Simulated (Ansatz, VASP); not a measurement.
One calculation of ZnS, two programs

Contents of INCAR:

```
SYSTEM = ZnS
  ALGO = Normal
  EDIFF = 1E-6
  ENCUT = 520
  GGA = PE
  ISIF = 2
  ISMEAR = 0
  LASPH = .True.
  LCHARG = .False.
  LREAL = .False.
  LWAVE = .False.
  NBANDS = 16
  NELM = 100
  PREC = Accurate
  SIGMA = 0.1
```

Contents of KPOINTS:

```
k-points
0
Gamma
  6 6 6
  0 0 0
```

The input POSCAR:

```
ZnS
1.0
    0.0000000000      2.6936828773      2.6936828773
    2.6936828773      0.0000000000      2.6936828773
    2.6936828773      2.6936828773      0.0000000000
Zn S
1 1
Direct
    0.0000000000      0.0000000000      0.0000000000
    0.2500000000      0.2500000000      0.2500000000
```

Input for Ansatz:

```yaml
crystal:
  lattice:
    - [0.0, 2.6936828773, 2.6936828773]
    - [2.6936828773, 0.0, 2.6936828773]
    - [2.6936828773, 2.6936828773, 0.0]
  atoms:
    - { symbol: Zn, position: [0.0, 0.0, 0.0] }
    - { symbol: S, position: [0.25, 0.25, 0.25] }
basis:
  ecutwfc: 420
kpoints:
  mp_grid: { grid: [6, 6, 6] }
hamiltonian:
  xc: pbe
scf:
  occupations: { method: gaussian, width: 0.1 }
output:
  forces: true
  stress: true
  eigenvalues: true
```

The cell is a database's computed one.

Alike in both runs: task single point; functional PBE; k mesh 6 × 6 × 6; occupations gaussian, width 0.1 eV; no spin polarisation.

|  | VASP | Ansatz |
| --- | --- | --- |
| version | VASP 6.6.1 | Ansatz 0.2.0 |
| potentials or method | VASP PAW PBE potentials, release 64 (Zn, S) | scalar-relativistic, plane waves, PAW |
| plane-wave cutoff (eV) | 520 | 420 |
| valence electrons in the cell | 18 | 18 |

VASP gave:

* gap on the k mesh at the Fermi level (eV): 2.15
* least direct gap on the mesh (eV): 2.15
* pressure (GPa): 2.5

Which values does Ansatz return?

gap on the k mesh at the Fermi level (eV): 2.15; least direct gap on the mesh (eV): 2.15; pressure (GPa): 2.3.

The functional is the same, so the differences come from potentials, cutoffs and numerics.
